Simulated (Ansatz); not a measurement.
# C (Fd-3m) in Ansatz: further runs, part 2 of 2

Ansatz 0.2.0. Earlier steps stand in the parts before.

**6. Single point, revPBE-LDA, 5.67 Å³/atom**

input.yaml reads:

```yaml
crystal:
  lattice:
    - [0.0, 1.78337, 1.78337]
    - [1.78337, 0.0, 1.78337]
    - [1.78337, 1.78337, 0.0]
  atoms:
    - { symbol: C, position: [0.75, 0.75, 0.75] }
    - { symbol: C, position: [0.5, 0.5, 0.5] }
kpoints:
  mp_grid: { grid: [13, 13, 13] }
scf:
  occupations: { method: gaussian, width: 0.1 }
hamiltonian:
  xc: { exchange: revpbe, correlation: lda }
  pseudopotentials: { kind: all_electron, lapw: { basis_error: 0.0005 } }
output:
  forces: true
  stress: true
  eigenvalues: true
```

Potentials or basis: all-electron LAPW, scalar-relativistic.

Started as:

```
$ ansatz run input.yaml --threads 1 --pin off --max-ram 2560MiB --backend cpu --events-out ev --progress --plain --runs-dir out
```

Run time: 3.4 s. Hardware: 1 thread of Intel Xeon Platinum 8488C (Sapphire Rapids), shared host; peak memory 0.3 GiB.

It converged, with:

| Property | Result |
| --- | --- |
| Free energy | -2085.0310 eV |
| Pressure | 17.9 GPa |
| Band gap on the k mesh | 4.60 eV, indirect (least direct gap 5.78 eV) |

Caveat: an odd mesh through Γ misses points on the zone boundary, where band edges often lie.

**7. Single point, revPBE-LDA, 5.79 Å³/atom (volume scaled by 1.02)**

input.yaml, as its differences from that of step 6:

```diff
@@ -2,5 +2,5 @@
   lattice:
-    - [0.0, 1.78337, 1.78337]
-    - [1.78337, 0.0, 1.78337]
-    - [1.78337, 1.78337, 0.0]
+    - [0.0, 1.7951807415, 1.7951807415]
+    - [1.7951807415, 0.0, 1.7951807415]
+    - [1.7951807415, 1.7951807415, 0.0]
   atoms:
```

Started as:

```
$ ansatz run input.yaml --threads 1 --pin off --max-ram 2560MiB --backend cpu --events-out ev --progress --plain --runs-dir out
```

Run time: 3.5 s. Hardware: 1 thread of Intel Xeon Platinum 8488C (Sapphire Rapids), shared host; peak memory 0.3 GiB.

Results (log left out):

* Free energy: -2085.0502 eV
* Pressure: 9.3 GPa
* Band gap on the k mesh: 4.55 eV, indirect (least direct gap 5.72 eV)

Caveat: an odd mesh through Γ misses points on the zone boundary, where band edges often lie.

**8. Single point, revPBE-LDA, 5.90 Å³/atom (volume scaled by 1.04)**

input.yaml, as its differences from that of step 7:

```diff
@@ -2,5 +2,5 @@
   lattice:
-    - [0.0, 1.7951807415, 1.7951807415]
-    - [1.7951807415, 0.0, 1.7951807415]
-    - [1.7951807415, 1.7951807415, 0.0]
+    - [0.0, 1.806838086, 1.806838086]
+    - [1.806838086, 0.0, 1.806838086]
+    - [1.806838086, 1.806838086, 0.0]
   atoms:
```

Started as:

```
$ ansatz run input.yaml --threads 1 --pin off --max-ram 2560MiB --backend cpu --events-out ev --progress --plain --runs-dir out
```

Run time: 3.4 s. Hardware: 1 thread of Intel Xeon Platinum 8488C (Sapphire Rapids), shared host; peak memory 0.3 GiB.

The run converged. Its results:

- Free energy: -2085.0577 eV
- Pressure: 1.4 GPa
- Band gap on the k mesh: 4.50 eV, indirect (least direct gap 5.66 eV)

Caveat: an odd mesh through Γ misses points on the zone boundary, where band edges often lie.

**9. Single point, revPBE-LDA, 6.01 Å³/atom (volume scaled by 1.06)**

input.yaml, as its differences from that of step 8:

```diff
@@ -2,5 +2,5 @@
   lattice:
-    - [0.0, 1.806838086, 1.806838086]
-    - [1.806838086, 0.0, 1.806838086]
-    - [1.806838086, 1.806838086, 0.0]
+    - [0.0, 1.8183469191, 1.8183469191]
+    - [1.8183469191, 0.0, 1.8183469191]
+    - [1.8183469191, 1.8183469191, 0.0]
   atoms:
```

Potentials or basis: all-electron LAPW, scalar-relativistic.

Started as:

```
$ ansatz run input.yaml --threads 1 --pin off --max-ram 2560MiB --backend cpu --events-out ev --progress --plain --runs-dir out
```

It took 3.5 s on 1 thread of Intel Xeon Platinum 8488C (Sapphire Rapids), shared host; peak memory 0.3 GiB.

The run converged. Its results:

| Property | Result |
| --- | --- |
| Free energy | -2085.0544 eV |
| Pressure | -5.8 GPa |
| Band gap on the k mesh | 4.46 eV, indirect (least direct gap 5.61 eV) |

Caveat: an odd mesh through Γ misses points on the zone boundary, where band edges often lie.

**10. Equation of state, revPBE-LDA**

This step only gathers the single runs of the series.

Results:

```
Equilibrium volume                      : 5.92 Å³/atom
Bulk modulus                            : 388 GPa
Pressure derivative of the bulk modulus : 3.8
```

Energy against volume, from the lowest point:
| volume (Å³/atom) | energy (meV/atom) |
| --- | --- |
| 5.332 | 83.23 |
| 5.445 | 52.41 |
| 5.558 | 29.34 |
| 5.672 | 13.32 |
| 5.785 | 3.73 |
| 5.899 | 0.00 |
| 6.012 | 1.62 |

**11. Elastic constants, revPBE-LDA**

input.yaml reads:

```yaml
crystal:
  lattice: { a: 3.56674, b: 3.56674, c: 3.56674, alpha: 90.0, beta: 90.0, gamma: 90.0 }
  space_group: 227
  setting: { hermann_mauguin: Fd-3m, origin_choice: 1 }
  reduce_to_primitive: true
  atoms:
    - { symbol: C, position: [0.25, 0.25, 0.25] }
kpoints:
  mp_grid: { grid: [10, 10, 10] }
scf:
  occupations: { method: gaussian, width: 0.025 }
hamiltonian:
  xc: { exchange: revpbe, correlation: lda }
  pseudopotentials: { kind: all_electron, lapw: { basis_error: 0.002 } }
output:
  forces: true
  stress: true
elastic:
  mode: relaxed_ion
  stencil: two_point
```

Started as:

```
$ ansatz run input.yaml --threads 1 --pin off --max-ram 2560MiB --backend cpu --events-out ev --progress --plain --runs-dir out
```

Run time: 29 s. Hardware: 1 thread of Intel Xeon Platinum 8488C (Sapphire Rapids), shared host; peak memory 0.35 GiB.

Results (log left out):

```yaml
Free_energy: -2085.0293 eV
Pressure: 17.9 GPa
Band_gap_on_the_k_mesh: 4.62 eV, indirect (least direct gap 5.78 eV)
Elastic_constants_C11_C12_C44: 1099, 132, 570 GPa
Voigt_bulk_modulus: 454 GPa
```

Levels at points of the mesh, in eV from the valence-band top:
```csv
k point,band 3,band 4,band 5,band 6,band 7,band 8,band 9,band 10
"(0.00, 0.00, 0.00)",-21.21,0.00,0.00,0.00,5.78,5.78,5.78,13.41
"(0.00, 0.00, -0.50)",-15.57,-13.05,-2.75,-2.75,8.70,8.70,9.04,16.21
"(0.00, -0.50, -0.50)",-12.61,-12.61,-6.16,-6.16,5.29,5.29,16.83,16.83
```

Elastic tensor in Voigt notation (GPa, in the Cartesian axes of the cell as first typed):
```
1099  132  132    0    0    0
 132 1099  132    0    0    0
 132  132 1099    0    0    0
   0    0    0  570    0    0
   0    0    0    0  570    0
   0    0    0    0    0  570
```

Caveat: the cell is more than 3 GPa from zero pressure, which shifts response properties; so large a pressure means that the cell lies far from this level's equilibrium, or that cutoff or potentials fall short.

**12. Against experiment**

Step 10. Measured bulk modulus of C: 442 GPa (quoted in “Equation of state of cubic boron nitride at high pressures and temperatures”, 2007, arxiv:cond-mat/0702656). This calculation gives 388 GPa (-12.3 %). 3 values of this kind are on record (442 to 444.8 GPa); this one was drawn at random among those near their median, those with a stated uncertainty first. The fit is for a static lattice scaled at fixed shape and fixed fractional positions. The cell as given is a measured one (5.67 Å³/atom); revPBE-LDA puts the equilibrium volume +4.4 % from it, thermal expansion not counted.
